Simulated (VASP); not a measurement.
Wanted: the native input for a VASP 6.6.1 run.

```
Task                   : single point
Functional             : PBE
Potentials or basis    : VASP PAW PBE potentials, release 64 (B, N)
Cutoff                 : 520 eV
k mesh                 : 8 × 8 × 8
Occupations            : gaussian, width 0.02 eV
Spin                   : no spin polarisation
Dipole correction      : no
Further INCAR settings : ALGO = Normal; EDIFF = 1e-06; NBANDS = 26
```

The structure of BN lies in POSCAR:

```
BN
1.0
   -3.0163856422      3.0163856422      1.9393622870
    3.0163856422     -3.0163856422      1.9393622870
    3.0163856422      3.0163856422     -1.9393622870
B N
4 4
Direct
    0.8750000000      0.5064443831      0.1314443831
    0.3750000000      0.7435556169      0.8685556169
    0.4935556169      0.6250000000      0.3685556169
    0.2564443831      0.1250000000      0.6314443831
    0.8750000000      0.7397314239      0.3647314239
    0.3750000000      0.5102685761      0.6352685761
    0.2602685761      0.6250000000      0.1352685761
    0.4897314239      0.1250000000      0.8647314239
```

The cell was built by a generator and needn't be a form met in nature.

The input as run:

INCAR

```
ALGO = Normal
EDIFF = 1E-6
ENCUT = 520
GGA = PE
ISIF = 2
ISMEAR = 0
LASPH = True
LCHARG = False
LREAL = False
LWAVE = False
NBANDS = 26
NELM = 100
PREC = Accurate
SIGMA = 0.02
```

KPOINTS

```
k-points
0
Gamma
  8 8 8
```

Potentials or basis: VASP PAW PBE potentials, release 64 (B, N).

Launch:

```bash
$ cat potpaw_PBE.64/B/POTCAR potpaw_PBE.64/N/POTCAR > POTCAR
$ mpirun -np 1 vasp_std > vasp.out
```

It gave:

- Pressure: 0.0 GPa
- Largest force: 0.012 eV/Å
- Band gap on the k mesh: 4.01 eV, indirect (least direct gap 4.13 eV)

It took 44 s on 1 thread of Intel(R) Xeon(R) 6975P-C (Granite Rapids), on a shared host, peak memory 0.24 GiB.
